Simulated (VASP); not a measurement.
# Ru (P6_3/mmc) in VASP: a series of runs, part 2 of 2

VASP 6.6.1. The steps go on from the part before.

## 3. Single point, PBEsol

Input file INCAR:

```
PREC = Accurate
ENCUT = 900
EDIFF = 1E-6
ISMEAR = 0
SIGMA = 0.1
LREAL = F
LASPH = T
NELM = 60
ALGO = Normal
ISIF = 2
LWAVE = F
LCHARG = F
GGA = PS
```

Input file KPOINTS:

```
Automatic mesh
0
Gamma
  18 18 10
```

Input file POSCAR:

```
Ru
1.0
    2.6892300000      0.0000000000      0.0000000000
   -1.3446200000      2.3289400000      0.0000000000
    0.0000000000      0.0000000000      4.2520100000
Ru
2
Direct
    0.3333300000      0.6666700000      0.2500000000
    0.6666700000      0.3333300000      0.7500000000
```

Potentials or basis: VASP PAW PBE potentials, release 64 (Ru_pv).

The run is started by

```sh
$ cat potpaw_PBE.64/Ru_pv/POTCAR > POTCAR
$ mpirun -np 1 vasp_std > vasp.out
```

OUTCAR:

```text
PREC = Accurate
   ENCUT = 900
   EDIFF = 1E-6
   ISMEAR = 0
   LREAL = F
   LASPH = T
   NELM = 60
   ISIF = 2
   GGA = PS

 ion  position               nearest neighbor table
   1  0.333  0.667  0.250-   2 2.63   2 2.63   2 2.63   2 2.63   2 2.63   2 2.63
   2  0.667  0.333  0.750-   1 2.63   1 2.63   1 2.63   1 2.63   1 2.63   1 2.63

  LATTYP: Found a hexagonal cell.
 ALAT       =     2.6892300000
 C/A-ratio  =     1.5811254523

  Lattice vectors:

[... 691 lines left out ...]

 [... further k-points ...]

------------------------ aborting loop because EDIFF is reached ----------------------------------------

  FORCE on cell =-STRESS in cart. coord.  units (eV):
  Direction    XX          YY          ZZ          XY          YZ          ZX
  --------------------------------------------------------------------------------------
  -------------------------------------------------------------------------------------
  Total        0.0297408      0.0308408      0.0322434      0.0009526      0.0000000     -0.0000000
  in kB        1.7892971      1.8554785      1.9398608      0.0573126      0.0000000     -0.0000000
  external PRESSURE =       1.8615454 kB  Pullay stress =       0.0000000 kB

 VOLUME and BASIS-vectors are now :
 -----------------------------------------------------------------------------
  energy-cutoff  :      900.00
  volume of cell :       26.63
      direct lattice vectors                 reciprocal lattice vectors
     2.689230000  0.000000000  0.000000000     0.371853653  0.214690743  0.000000000
    -1.344620000  2.328940000  0.000000000     0.000000000  0.429379890  0.000000000
     0.000000000  0.000000000  4.252010000     0.000000000  0.000000000  0.235182890

 POSITION                                       TOTAL-FORCE (eV/Angst)
 -----------------------------------------------------------------------------------
     -0.00002      1.55263      1.06300         0.000212     -0.000122     -0.000000
      1.34463      0.77631      3.18901        -0.000212      0.000122      0.000000
 -----------------------------------------------------------------------------------
    total drift:                                0.000000     -0.000000      0.000000

  FREE ENERGIE OF THE ION-ELECTRON SYSTEM (eV)
  ---------------------------------------------------
  free  energy   TOTEN  =       -20.3454938497 eV

  energy  without entropy=      -20.3366466591  energy(sigma->0) =      -20.34107025
```

It took 2.8 min on 1 thread of Intel Xeon 6975P-C (Granite Rapids), shared host; peak memory 0.57 GiB.

What came out:

- Free energy: -20.3455 eV
- Pressure: 0.2 GPa
- Band gap on the k mesh: none (metal or under the smearing width)

Caveat: the PAW data sets were made with another functional, which shifts forces and pressure a little.

## 4. Single point, r2SCAN

Input file INCAR:

```
PREC = Accurate
ENCUT = 520
EDIFF = 1E-6
ISMEAR = 0
SIGMA = 0.1
LREAL = F
LASPH = T
NELM = 60
ALGO = Normal
ISIF = 2
LWAVE = F
LCHARG = F
METAGGA = R2SCAN
LMIXTAU = T
```

KPOINTS is that of step 3.

POSCAR is that of step 3.

Potentials or basis: VASP PAW PBE potentials, release 64 (Ru_pv).

The run is started by

```sh
$ cat potpaw_PBE.64/Ru_pv/POTCAR > POTCAR
$ mpirun -np 1 vasp_std > vasp.out
```

OUTCAR:

```text
PREC = Accurate
   ENCUT = 520
   EDIFF = 1E-6
   ISMEAR = 0
   LREAL = F
   LASPH = T
   NELM = 60
   ISIF = 2
   METAGGA = R2SCAN

 ion  position               nearest neighbor table
   1  0.333  0.667  0.250-   2 2.63   2 2.63   2 2.63   2 2.63   2 2.63   2 2.63
   2  0.667  0.333  0.750-   1 2.63   1 2.63   1 2.63   1 2.63   1 2.63   1 2.63

  LATTYP: Found a hexagonal cell.
 ALAT       =     2.6892300000
 C/A-ratio  =     1.5811254523

[... 693 lines left out ...]

 [... further k-points ...]

------------------------ aborting loop because EDIFF is reached ----------------------------------------

  FORCE on cell =-STRESS in cart. coord.  units (eV):
  Direction    XX          YY          ZZ          XY          YZ          ZX
  --------------------------------------------------------------------------------------
  -------------------------------------------------------------------------------------
  Total        1.0278791      1.0280630      0.9793291      0.0001582      0.0000000      0.0000000
  in kB       61.8403711     61.8514338     58.9194537      0.0095166      0.0000000      0.0000000
  external PRESSURE =      60.8704195 kB  Pullay stress =       0.0000000 kB

 VOLUME and BASIS-vectors are now :
 -----------------------------------------------------------------------------
  energy-cutoff  :      520.00
  volume of cell :       26.63
      direct lattice vectors                 reciprocal lattice vectors
     2.689230000  0.000000000  0.000000000     0.371853653  0.214690743  0.000000000
    -1.344620000  2.328940000  0.000000000     0.000000000  0.429379890  0.000000000
     0.000000000  0.000000000  4.252010000     0.000000000  0.000000000  0.235182890

 POSITION                                       TOTAL-FORCE (eV/Angst)
 -----------------------------------------------------------------------------------
     -0.00002      1.55263      1.06300         0.000213     -0.000123      0.000000
      1.34463      0.77631      3.18901        -0.000213      0.000123     -0.000000
 -----------------------------------------------------------------------------------
    total drift:                                0.000000     -0.000000      0.000000

  FREE ENERGIE OF THE ION-ELECTRON SYSTEM (eV)
  ---------------------------------------------------
  free  energy   TOTEN  =       -50.8503720456 eV

  energy  without entropy=      -50.8417580140  energy(sigma->0) =      -50.84606503
```

stdout:

```text
POSCAR found type information on POSCAR Ru
 POSCAR found :  1 types and       2 ions
 scaLAPACK will be used
 -----------------------------------------------------------------------------
|                                                                             |
|                                                                             |
|     You enforced a specific xc type in the INCAR file but a different       |
|     I HOPE YOU KNOW WHAT YOU ARE DOING!                                     |
|                                                                             |
 -----------------------------------------------------------------------------

 LDA part: xc-table for (None), standard interpolation
 POSCAR, INCAR and KPOINTS ok, starting setup
 FFT: planning ... GRIDC
 FFT: planning ... GRID_SOFT
 FFT: planning ... GRID
 WAVECAR not read
 entering main loop
```

Run time: 7.2 min. Hardware: 1 thread of Intel Xeon 6975P-C (Granite Rapids), shared host; peak memory 0.32 GiB.

What came out:

```yaml
Free_energy: -50.8504 eV
Pressure: 6.1 GPa
Band_gap_on_the_k_mesh: none (metal or under the smearing width)
```

Caveat: the PAW data sets were made with another functional, which shifts forces and pressure a little.

## 5. Summary

| level | cutoff (eV) | smearing | gap on the mesh (eV) | pressure (GPa) |
| --- | --- | --- | --- | --- |
| PBEsol | 520 | gaussian 0.5 eV | none | 0.9 |
| PBEsol | 900 | gaussian 0.1 eV | none | 0.2 |
| r2SCAN | 520 | gaussian 0.1 eV | none | 6.1 |

Alike in all rows: task single point; potentials or basis VASP PAW PBE potentials, release 64 (Ru_pv); no spin polarisation; cell as given; k mesh 18 × 18 × 10.

Every run on the cell as given and a fine mesh finds a metal. The pressure there spans 0.2 GPa (PBEsol) to 6.1 GPa (r2SCAN); a positive pressure means that this level wants a larger cell, a negative one a smaller.

Caveats: the PAW data sets were made with another functional, which shifts forces and pressure a little.

Total energies depend on the potentials used, so only differences within one code and one set of settings carry meaning.
